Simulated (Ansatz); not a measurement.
**HfO2: pressure against volume**

HfO2, P4_2/nmc, a = 3.577 Å, c = 5.203 Å. This isn't the usual stable structure of the compound. Ansatz: r2SCAN, PAW, 500 eV, Γ-centred 6×6×6 mesh on 6 atoms, Gaussian smearing 0.02 eV; no spin polarisation. Shape and atoms are relaxed at each volume; pressure is positive in compression.

| V (Å³/atom) | P (GPa) |
| --- | --- |
| 9.762 | ? |
| 10.095 | 23.76 |
| 10.428 | 14.28 |
| 10.761 | 6.44 |
| 11.094 | -0.01 |
| 11.426 | -5.25 |
| 11.759 | -9.43 |
| 12.203 | -13.57 |

Take V0 = 11.094 Å³/atom, count pressures from its P0 = -0.01 GPa, fit the third-order Birch–Murnaghan form to the other rows, and predict the missing pressure.

With the Eulerian strain f = ½[(V0/V)^(2/3) − 1] and y = (P − P0)/[3f(1 + 2f)^(5/2)], the form is the line y = B0 + 1.5 B0 (B0′ − 4) f. Rows (f, y): 0.03247, 208.5; 0.02107, 203.9; 0.01026, 199.2; -0.00973, 188.6; -0.01903, 181.8; -0.03077, 172.2. Means f = 0.0007117, y = 192.37; Σ(Δf)² = 0.003004, ΣΔfΔy = 1.695; the slope is their ratio. y = 192.0 + 564.3 f GPa, so B0 = 192.0 GPa and B0′ = 4 + 2 × (564.3)/(3 × 192.0) = 5.96. At V = 9.762, f = 0.04451, y = 217.12 and P = 35.87 GPa. The run gave 35.16 GPa, so the fit is 0.71 GPa too high, 1.5 % of the span of the series, against an rms of 0.12 GPa on the fitted rows. The row lies outside the fitted range. The points of y bend away from a line: a fourth-order term fitted to them gives P = 34.88 GPa at this row's volume (the line 35.87, the run 35.16).

Spin–orbit coupling is left out, which can shift energies with elements as heavy as these.